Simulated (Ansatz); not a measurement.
ZrO₂ (fluorite, Fm-3m) at seven volumes, PBEsol (plane waves, PAW; program Ansatz), scaled uniformly. One row is withheld.

```json
[
 {"V (Å³/atom)": "9.848", "P (GPa)": "29.29"},
 {"V (Å³/atom)": "10.173", "P (GPa)": "17.96"},
 {"V (Å³/atom)": "10.497", "P (GPa)": "?"},
 {"V (Å³/atom)": "10.822", "P (GPa)": "0.01"},
 {"V (Å³/atom)": "11.147", "P (GPa)": "-7.07"},
 {"V (Å³/atom)": "11.471", "P (GPa)": "-13.12"},
 {"V (Å³/atom)": "11.796", "P (GPa)": "-18.30"}
]
```

Task: Fit the shown pressures and predict the withheld one.

Result: P = (3/2)B₀(x^(7/2) − x^(5/2))[1 + (3/4)(B′ − 4)(x − 1)] with x = (V₀/V)^(2/3). Least squares on the six rows gives V₀ = 10.823 Å³/atom, B₀ = 255 GPa, B′ = 4.20. At V = 10.497, x = 1.0206 and P = 8.32 GPa. The run itself gave 8.28 GPa.

This is a known high-temperature phase of the composition, computed here at zero pressure and temperature. The PBEsol relaxation kept the symmetry of its start; whether a distortion lowers the energy is not shown. The run is not spin-polarised.

Potentials: the later of the program's two PAW sets.
